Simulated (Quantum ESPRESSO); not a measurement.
# SiC (Moissanite 6H) (P6_3mc) in Quantum ESPRESSO: further runs

One crystal, SiC (Moissanite 6H), is run at these levels: PBEsol, RPBE, PBE; tasks: band structure, single point, equation of state.

Program: Quantum ESPRESSO 7.5. These are calculated values, not measurements. Logs are shortened: lines on timing, memory, paths and dates and some standing lists are left out, and cuts for length are marked.

## (1) The crystal as given

The structure is hexagonal, space group P6_3mc (No. 186). The conventional cell has a = 3.095 Å, b = 3.095 Å, c = 15.170 Å, α = 90.00°, β = 90.00°, γ = 120.00°. Si (site symmetry 3m) is surrounded by 4 C at 1.90 Å. Around Si (site symmetry 3m) lie 4 C at 1.90 Å. Si (site symmetry 3m) is surrounded by 4 C at 1.90 Å. C (site symmetry 3m) is surrounded by 4 Si at 1.90 Å. Around C (site symmetry 3m) lie 4 Si at 1.90 Å. Around C (site symmetry 3m) lie 4 Si at 1.90 Å.

## (2) Band structure, PBEsol

Contents of pw.in:

```
&CONTROL
  calculation = 'scf'
  prefix = 'pwscf'
  outdir = './tmp'
  pseudo_dir = './pseudo'
  tprnfor = .true.
  tstress = .true.
  disk_io = 'low'
/
&SYSTEM
  ibrav = 0
  A = 3.095
  nat = 12
  ntyp = 2
  ecutwfc = 82
  nbnd = 33
  occupations = 'smearing'
  smearing = 'fd'
  degauss = 0.00367493
/
&ELECTRONS
  conv_thr = 2.4d-09
  electron_maxstep = 120
  mixing_beta = 0.5
/
ATOMIC_SPECIES
Si    28.0850 Si.upf
C     12.0110 C.upf
CELL_PARAMETERS alat
   1.0000000000    0.0000000000    0.0000000000
  -0.5000000000    0.8660254038    0.0000000000
   0.0000000000    0.0000000000    4.9014539580
ATOMIC_POSITIONS alat
Si     0.5000000000    0.2886751346    2.2463363489
Si    -0.0000000001    0.5773502692    4.6970633279
Si     0.5000000000    0.2886751346    3.8804810985
Si    -0.0000000001    0.5773502692    1.4297541195
Si     0.0000000000    0.0000000000    3.0634087237
Si     0.0000000000    0.0000000000    0.6126817447
C      0.5000000000    0.2886751346    1.6336546042
C     -0.0000000001    0.5773502692    4.0843815832
C      0.5000000000    0.2886751346    3.2677993538
C     -0.0000000001    0.5773502692    0.8170723748
C      0.0000000000    0.0000000000    2.4507269790
C      0.0000000000    0.0000000000    0.0000000000
K_POINTS automatic
10 10 2 0 0 0
```

Contents of bands.in:

```
&CONTROL
  calculation = 'bands'
  prefix = 'pwscf'
  outdir = './tmp'
  pseudo_dir = './pseudo'
  disk_io = 'low'
  verbosity = 'high'
/
&SYSTEM
  ibrav = 0
  A = 3.095
  nat = 12
  ntyp = 2
  ecutwfc = 82
  nbnd = 33
  occupations = 'smearing'
  smearing = 'fd'
  degauss = 0.00367493
/
&ELECTRONS
  conv_thr = 1d-08
  electron_maxstep = 120
  mixing_beta = 0.5
  diago_full_acc = .true.
/
ATOMIC_SPECIES
Si    28.0850 Si.upf
C     12.0110 C.upf
CELL_PARAMETERS alat
   1.0000000000    0.0000000000    0.0000000000
  -0.5000000000    0.8660254038    0.0000000000
   0.0000000000    0.0000000000    4.9014539580
ATOMIC_POSITIONS alat
Si     0.5000000000    0.2886751346    2.2463363489
Si    -0.0000000001    0.5773502692    4.6970633279
Si     0.5000000000    0.2886751346    3.8804810985
Si    -0.0000000001    0.5773502692    1.4297541195
Si     0.0000000000    0.0000000000    3.0634087237
Si     0.0000000000    0.0000000000    0.6126817447
C      0.5000000000    0.2886751346    1.6336546042
C     -0.0000000001    0.5773502692    4.0843815832
C      0.5000000000    0.2886751346    3.2677993538
C     -0.0000000001    0.5773502692    0.8170723748
C      0.0000000000    0.0000000000    2.4507269790
C      0.0000000000    0.0000000000    0.0000000000
K_POINTS crystal
60
 0.0000000000  0.0000000000  0.0000000000 1
 0.0555555556  0.0000000000  0.0000000000 1
 0.1111111111  0.0000000000  0.0000000000 1
 0.1666666667  0.0000000000  0.0000000000 1
 0.2222222222  0.0000000000  0.0000000000 1
 0.2777777778  0.0000000000  0.0000000000 1
 0.3333333333  0.0000000000  0.0000000000 1
 0.3888888889  0.0000000000  0.0000000000 1
 0.4444444444  0.0000000000  0.0000000000 1
 0.5000000000  0.0000000000  0.0000000000 1
 0.4666666667  0.0666666667  0.0000000000 1
 0.4333333333  0.1333333333  0.0000000000 1
 0.4000000000  0.2000000000  0.0000000000 1
 0.3666666667  0.2666666667  0.0000000000 1
 0.3333333333  0.3333333333  0.0000000000 1
 0.3030303030  0.3030303030  0.0000000000 1
 0.2727272727  0.2727272727  0.0000000000 1
 0.2424242424  0.2424242424  0.0000000000 1
 0.2121212121  0.2121212121  0.0000000000 1
 0.1818181818  0.1818181818  0.0000000000 1
 0.1515151515  0.1515151515  0.0000000000 1
 0.1212121212  0.1212121212  0.0000000000 1
 0.0909090909  0.0909090909  0.0000000000 1
 0.0606060606  0.0606060606  0.0000000000 1
 0.0303030303  0.0303030303  0.0000000000 1
 0.0000000000  0.0000000000  0.0000000000 1
 0.0000000000  0.0000000000  0.5000000000 1
 0.0500000000  0.0000000000  0.5000000000 1
 0.1000000000  0.0000000000  0.5000000000 1
 0.1500000000  0.0000000000  0.5000000000 1
 0.2000000000  0.0000000000  0.5000000000 1
 0.2500000000  0.0000000000  0.5000000000 1
 0.3000000000  0.0000000000  0.5000000000 1
 0.3500000000  0.0000000000  0.5000000000 1
 0.4000000000  0.0000000000  0.5000000000 1
 0.4500000000  0.0000000000  0.5000000000 1
 0.5000000000  0.0000000000  0.5000000000 1
 0.4722222222  0.0555555556  0.5000000000 1
 0.4444444444  0.1111111111  0.5000000000 1
 0.4166666667  0.1666666667  0.5000000000 1
 0.3888888889  0.2222222222  0.5000000000 1
 0.3611111111  0.2777777778  0.5000000000 1
 0.3333333333  0.3333333333  0.5000000000 1
 0.3076923077  0.3076923077  0.5000000000 1
 0.2820512821  0.2820512821  0.5000000000 1
 0.2564102564  0.2564102564  0.5000000000 1
 0.2307692308  0.2307692308  0.5000000000 1
 0.2051282051  0.2051282051  0.5000000000 1
 0.1794871795  0.1794871795  0.5000000000 1
 0.1538461538  0.1538461538  0.5000000000 1
 0.1282051282  0.1282051282  0.5000000000 1
 0.1025641026  0.1025641026  0.5000000000 1
 0.0769230769  0.0769230769  0.5000000000 1
 0.0512820513  0.0512820513  0.5000000000 1
 0.0256410256  0.0256410256  0.5000000000 1
 0.0000000000  0.0000000000  0.5000000000 1
 0.5000000000  0.0000000000  0.5000000000 1
 0.5000000000  0.0000000000  0.0000000000 1
 0.3333333333  0.3333333333  0.0000000000 1
 0.3333333333  0.3333333333  0.5000000000 1
```

Potentials or basis: PseudoDojo 0.4.1 SR PBEsol standard.

Launch:

```console
$ OMP_NUM_THREADS=1 pw.x -in pw.in > pw.out
$ OMP_NUM_THREADS=1 pw.x -in bands.in > bands.out
```

pw.out:

```text
This program is part of the open-source Quantum ESPRESSO suite
     for quantum simulation of materials; please cite
         "P. Giannozzi et al., J. Phys.:Condens. Matter 21 395502 (2009);
         "P. Giannozzi et al., J. Phys.:Condens. Matter 29 465901 (2017);
         "P. Giannozzi et al., J. Chem. Phys. 152 154105 (2020);
     in publications or presentations arising from this work. More details at

     Message from routine setup:
     using ibrav=0 with symmetry is DISCOURAGED, use correct ibrav instead

     G-vector sticks info
     --------------------
     sticks:   dense  smooth     PW     G-vecs:    dense   smooth      PW
     Sum         769     769    223                85197    85197   13043

     Using Slab Decomposition

     bravais-lattice index     =            0
     lattice parameter (alat)  =       5.8487  a.u.
     unit-cell volume          =     849.2472 (a.u.)^3
     number of atoms/cell      =           12
     number of atomic types    =            2
     number of electrons       =        48.00
     number of Kohn-Sham states=           33
     kinetic-energy cutoff     =      82.0000  Ry
     charge density cutoff     =     328.0000  Ry
     scf convergence threshold =      2.4E-09
     mixing beta               =       0.5000
     number of iterations used =            8  plain     mixing
     Exchange-correlation= PBESOL
                           (   1   4  10   8   0   0   0)

     celldm(1)=   5.848702  celldm(2)=   0.000000  celldm(3)=   0.000000
     celldm(4)=   0.000000  celldm(5)=   0.000000  celldm(6)=   0.000000

     crystal axes: (cart. coord. in units of alat)
               a(1) = (   1.000000   0.000000   0.000000 )
               a(2) = (  -0.500000   0.866025   0.000000 )
               a(3) = (   0.000000   0.000000   4.901454 )

     reciprocal axes: (cart. coord. in units 2 pi/alat)
               b(1) = (  1.000000  0.577350 -0.000000 )
               b(2) = (  0.000000  1.154701  0.000000 )
               b(3) = (  0.000000 -0.000000  0.204021 )

     PseudoPot. # 1 for Si read from file:
     Si.upf
     Pseudo is Norm-conserving + core correction, Zval =  4.0
     Generated using ONCVPSP code by D. R. Hamann
     Using radial grid of 1510 points,  6 beta functions with:
                l(1) =   0
                l(2) =   0
                l(3) =   1
                l(4) =   1
                l(5) =   2
                l(6) =   2

     PseudoPot. # 2 for C  read from file:
     C.upf
     Pseudo is Norm-conserving + core correction, Zval =  4.0
     Generated using ONCVPSP code by D. R. Hamann
     Using radial grid of 1248 points,  4 beta functions with:
                l(1) =   0
                l(2) =   0
                l(3) =   1
                l(4) =   1

     atomic species   valence    mass     pseudopotential
     Si                4.00    28.08500     Si( 1.00)
     C                 4.00    12.01100     C ( 1.00)

     12 Sym. Ops. (no inversion) found ( 6 have fractional translation)

   Cartesian axes

     site n.     atom                  positions (alat units)
         1        Si     tau(   1) = (   0.5000000   0.2886751   2.2463363  )
         2        Si     tau(   2) = (  -0.0000000   0.5773503   4.6970633  )
         3        Si     tau(   3) = (   0.5000000   0.2886751   3.8804811  )
         4        Si     tau(   4) = (  -0.0000000   0.5773503   1.4297541  )
         5        Si     tau(   5) = (   0.0000000   0.0000000   3.0634087  )
         6        Si     tau(   6) = (   0.0000000   0.0000000   0.6126817  )
         7        C      tau(   7) = (   0.5000000   0.2886751   1.6336546  )
         8        C      tau(   8) = (  -0.0000000   0.5773503   4.0843816  )
         9        C      tau(   9) = (   0.5000000   0.2886751   3.2677994  )
        10        C      tau(  10) = (  -0.0000000   0.5773503   0.8170724  )
        11        C      tau(  11) = (   0.0000000   0.0000000   2.4507270  )
        12        C      tau(  12) = (   0.0000000   0.0000000   0.0000000  )

     number of k points=    28  Fermi-Dirac smearing, width (Ry)=  0.0037
                       cart. coord. in units 2pi/alat
        k(    1) = (   0.0000000   0.0000000   0.0000000), wk =   0.0100000
        k(    2) = (   0.0000000   0.0000000  -0.1020105), wk =   0.0100000
        k(    3) = (   0.0000000   0.1154701   0.0000000), wk =   0.0600000
        k(    4) = (   0.0000000   0.1154701  -0.1020105), wk =   0.0600000
        k(    5) = (   0.0000000   0.2309401   0.0000000), wk =   0.0600000
        k(    6) = (   0.0000000   0.2309401  -0.1020105), wk =   0.0600000
[... 20 lines left out ...]
        k(   27) = (   0.3000000   0.5196152   0.0000000), wk =   0.0600000
        k(   28) = (   0.3000000   0.5196152  -0.1020105), wk =   0.0600000

     Dense  grid:    85197 G-vectors     FFT dimensions: (  36,  36, 180)

     Initial potential from superposition of free atoms

     starting charge      47.9962, renormalised to      48.0000
     Starting wfcs are   48 randomized atomic wfcs

     Self-consistent Calculation

     iteration #  1     ecut=    82.00 Ry     beta= 0.50
     Davidson diagonalization with overlap
     ethr =  1.00E-02,  avg # of iterations =  4.2

     total energy              =    -122.47357494 Ry
     estimated scf accuracy    <       2.45327141 Ry

     iteration #  2     ecut=    82.00 Ry     beta= 0.50
     Davidson diagonalization with overlap
     ethr =  5.11E-03,  avg # of iterations =  2.0
[... 18 lines left out ...]
     iteration #  5     ecut=    82.00 Ry     beta= 0.50
     Davidson diagonalization with overlap
     ethr =  2.11E-05,  avg # of iterations =  3.9

     total energy              =    -123.07315637 Ry
     estimated scf accuracy    <       0.00129723 Ry

     iteration #  6     ecut=    82.00 Ry     beta= 0.50
     Davidson diagonalization with overlap
     c_bands:  1 eigenvalues not converged
     ethr =  2.70E-06,  avg # of iterations =  9.0

     total energy              =    -123.07369165 Ry
     estimated scf accuracy    <       0.00082804 Ry

     iteration #  7     ecut=    82.00 Ry     beta= 0.50
     Davidson diagonalization with overlap
     ethr =  1.73E-06,  avg # of iterations =  2.4

     total energy              =    -123.07384312 Ry
     estimated scf accuracy    <       0.00000156 Ry
[... 26 lines left out ...]
     total energy              =    -123.07384878 Ry
     estimated scf accuracy    <          2.5E-09 Ry

     iteration # 12     ecut=    82.00 Ry     beta= 0.50
     Davidson diagonalization with overlap
     ethr =  5.30E-12,  avg # of iterations =  3.8

     End of self-consistent calculation

          k = 0.0000 0.0000 0.0000 ( 10745 PWs)   bands (ev):

    -6.0658  -5.5514  -5.5071  -4.0240  -3.9925  -2.5026   0.7264   3.0756
     3.1083   6.8844   6.9006   8.1600   8.1600   8.3460   8.3460   8.4591
     8.4591   8.9250   8.9250   9.0159   9.0159   9.2715   9.3175   9.3175
    14.2871  14.4586  14.8652  15.3765  15.4054  15.7740  16.0702  16.0702
    16.5249

          k = 0.0000 0.0000-0.1020 ( 10738 PWs)   bands (ev):
[... 65 lines left out ...]
    -3.3762  -3.3762  -2.5000  -2.5000  -1.2551  -1.2551   1.5246   1.5246
     1.9860   1.9860   3.3052   3.3052   4.4530   4.4530   6.3158   6.3158
     6.3913   6.3913   7.0819   7.0819   7.6108   7.6108   8.1167   8.1167
    11.5742  11.5742  12.8451  12.8451  14.1259  14.1259  14.9460  14.9461
    16.0617

          k = 0.0000-0.5774 0.0000 ( 10634 PWs)   bands (ev):

    -2.6203  -2.4560  -2.2579  -1.7455  -1.6086  -1.1353   0.8800   1.1886
     1.4720   1.5157   2.4131   2.6553   4.6808   4.8556   6.0759   6.2488
     6.3710   6.4648   6.5065   7.0448   7.4965   7.5309   7.6336   8.2163
    11.2325  11.4102  12.3879  13.0809  13.7714  13.8107  14.6675  14.7161
    15.7141

          k = 0.0000-0.5774-0.1020 ( 10604 PWs)   bands (ev):

    -2.5622  -2.5622  -2.0494  -2.0494  -1.2993  -1.2993   0.9029   0.9029
     1.8386   1.8386   2.2406   2.2406   5.1108   5.1108   5.8289   5.8289
     6.1805   6.1805   6.9559   6.9559   7.5882   7.5882   8.0084   8.0084
    11.2679  11.2679  12.6134  12.6134  13.9724  13.9724  14.6907  14.6907
    15.9585

          k = 0.1000 0.1732 0.0000 ( 10673 PWs)   bands (ev):

    -5.5523  -5.0459  -4.9998  -3.5459  -3.5128  -2.0777   1.1888   3.3663
     3.3948   6.0979   6.2329   6.3213   6.3457   6.5571   7.1949   7.4731
     7.5543   7.5964   7.8714   8.1402   8.1946   8.5979   8.7355   9.0425
    14.5889  14.6822  14.8264  15.0566  15.0784  15.6351  16.0454  16.1748
    16.4001
[... 115 lines left out ...]
    -1.9769  -1.9769  -1.4894  -1.4894  -1.1575  -1.1575   1.7896   1.7896
     2.1070   2.1070   2.4928   2.4928   3.5973   3.5973   4.2480   4.2480
     4.7269   4.7269   5.9568   5.9568   6.8843   6.8843   7.1212   7.1212
    12.8877  12.8877  13.4862  13.4862  14.8923  14.8923  16.3653  16.3653
    17.5758

     the Fermi energy is    10.2791 ev

!    total energy              =    -123.07384878 Ry
     estimated scf accuracy    <          2.3E-10 Ry
     smearing contrib. (-TS)   =      -0.00000000 Ry
     internal energy E=F+TS    =    -123.07384878 Ry

     The total energy is F=E-TS. E is the sum of the following terms:
     one-electron contribution =      32.93549463 Ry
     hartree contribution      =      13.87003735 Ry
     xc contribution           =     -44.91865418 Ry
     ewald contribution        =    -124.96072657 Ry

     convergence has been achieved in  12 iterations

     Forces acting on atoms (cartesian axes, Ry/au):

     atom    1 type  1   force =    -0.00000000   -0.00000000    0.00205375
     atom    2 type  1   force =     0.00000000   -0.00000000    0.00205375
     atom    3 type  1   force =     0.00000000    0.00000000    0.00095704
     atom    4 type  1   force =    -0.00000000    0.00000000    0.00095704
     atom    5 type  1   force =     0.00000000    0.00000000    0.00176696
     atom    6 type  1   force =     0.00000000   -0.00000000    0.00176696
     atom    7 type  2   force =     0.00000000    0.00000000   -0.00052741
     atom    8 type  2   force =    -0.00000000   -0.00000000   -0.00052741
     atom    9 type  2   force =    -0.00000000    0.00000000    0.00128218
     atom   10 type  2   force =    -0.00000000   -0.00000000    0.00128218
     atom   11 type  2   force =     0.00000000   -0.00000000   -0.00553253
     atom   12 type  2   force =     0.00000000    0.00000000   -0.00553253

     Total force =     0.009032     Total SCF correction =     0.000006

     Computing stress (Cartesian axis) and pressure

          total   stress  (Ry/bohr**3)                   (kbar)     P=      -31.17
  -0.00022966  -0.00000000   0.00000000          -33.78       -0.00        0.00
   0.00000000  -0.00022966   0.00000000            0.00      -33.78        0.00
   0.00000000   0.00000000  -0.00017641            0.00        0.00      -25.95

=------------------------------------------------------------------------------=
   JOB DONE.
=------------------------------------------------------------------------------=
```

Wall time 8 min (1 thread of INTEL XEON PLATINUM 8581C at 2.30GHz (Emerald Rapids), shared host); peak memory 0.42 GiB.

What came out:

```
Free energy             : -1674.5050 eV
Pressure                : -3.1 GPa
Largest force           : 0.142 eV/Å
Band gap on the k mesh  : 1.92 eV, indirect (least direct gap 3.02 eV)
Band gap along the path : 1.91 eV, indirect (least direct gap 3.02 eV)
```

Forces in eV/Å, atoms in the order of the input:
```
Si   0.000  0.000  0.053
Si   0.000  0.000  0.053
Si   0.000  0.000  0.025
Si   0.000  0.000  0.025
Si   0.000  0.000  0.045
Si   0.000  0.000  0.045
C    0.000  0.000 -0.014
C    0.000  0.000 -0.014
C    0.000  0.000  0.033
C    0.000  0.000  0.033
C    0.000  0.000 -0.142
C    0.000  0.000 -0.142
```

Stress tensor (GPa, compression positive):
```
-3.38  0.00  0.00
 0.00 -3.38  0.00
 0.00  0.00 -2.60
```

Levels at the corners of the path, in eV from the valence-band top:
| point | band 22 | band 23 | band 24 | band 25 | band 26 | band 27 |
| --- | --- | --- | --- | --- | --- | --- |
| Γ | -0.05 | 0.00 | 0.00 | 4.97 | 5.14 | 5.55 |
| M | -1.79 | -1.68 | -1.10 | 1.91 | 2.09 | 3.07 |
| K | -2.23 | -2.08 | -2.08 | 3.35 | 3.35 | 3.65 |
| Γ | -0.05 | 0.00 | 0.00 | 4.97 | 5.14 | 5.55 |
| A | -0.10 | -0.10 | -0.10 | 5.04 | 5.04 | 5.78 |
| L | -1.73 | -1.31 | -1.31 | 1.95 | 1.95 | 3.30 |
| H | -2.65 | -2.27 | -2.27 | 3.54 | 3.54 | 4.22 |
| A | -0.10 | -0.10 | -0.10 | 5.04 | 5.04 | 5.78 |
| L | -1.73 | -1.31 | -1.31 | 1.95 | 1.95 | 3.30 |
| M | -1.79 | -1.68 | -1.10 | 1.91 | 2.09 | 3.07 |
| K | -2.23 | -2.08 | -2.08 | 3.35 | 3.35 | 3.65 |
| H | -2.65 | -2.27 | -2.27 | 3.54 | 3.54 | 4.22 |

Caveat: some levels on the path didn't converge. As with any semilocal functional, this PBEsol gap is likely too small.

(Part 1 of 2 ends here.)
